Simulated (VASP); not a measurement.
Wanted: the native input for a VASP 6.6.1 run.

- Task: relaxation of the atoms
- Functional: rev-vdW-DF2
- Potentials or basis: VASP PAW PBE potentials, release 64 (Pt, Se)
- Cutoff: 520 eV
- k mesh: 10 × 10 × 8
- Occupations: gaussian, width 0.05 eV
- Spin: no spin polarisation
- Further INCAR settings: ALGO = Normal; EDIFF = 1e-06; IBRION = 2; EDIFFG = -0.01; NSW = 60

The structure of PtSe2 lies in POSCAR:

```
PtSe2
1.0
    3.7240000000      0.0000000000      0.0000000000
   -1.8620000000      3.2250786000      0.0000000000
    0.0000000000      0.0000000000      4.8089000000
Pt Se
1 2
Direct
    0.0000000000      0.0000000000      0.0000000000
    0.3333333300      0.6666666700      0.2631578900
    0.6666666700      0.3333333300      0.7368421100
```

These files were run (other wordings do the same):

INCAR

```
SYSTEM = PtSe2
PREC = Accurate ; ENCUT = 520
EDIFF = 1E-6 ; ISMEAR = 0
SIGMA = 0.05 ; LREAL = .FALSE.
LASPH = .TRUE. ; NELM = 80
ALGO = Normal ; ISIF = 2
LWAVE = .FALSE. ; LCHARG = .FALSE.
GGA = MK ; LUSE_VDW = .TRUE.
AGGAC = 0.0 ; PARAM1 = 0.1234
PARAM2 = 0.711357 ; ZAB_VDW = -1.8867
IBRION = 2 ; NSW = 60
EDIFFG = -0.01 ; KPAR = 2
```

KPOINTS

```
regular mesh
0
G
  10 10 8
  0 0 0
```

Potentials or basis: VASP PAW PBE potentials, release 64 (Pt, Se).

The run is started by

```bash
$ cat potpaw_PBE.64/Pt/POTCAR potpaw_PBE.64/Se/POTCAR > POTCAR
$ mpirun -np 2 vasp_std > vasp.out
```

It gave:

```yaml
Energy_gained_by_relaxing: 7.5 meV/atom
Ionic_steps: 3
Pressure_after_relaxing: 5.2 GPa
Largest_force_after_relaxing: 0.008 eV/Å
Band_gap_on_the_k_mesh: none (metal or under the smearing width)
```

Caveat: the PAW data sets were made with another functional, which shifts forces and pressure a little.

Wall time 99 s on 2 MPI ranks on Intel(R) Xeon(R) 6975P-C (Granite Rapids), on a shared host, peak memory 0.41 GiB a rank.
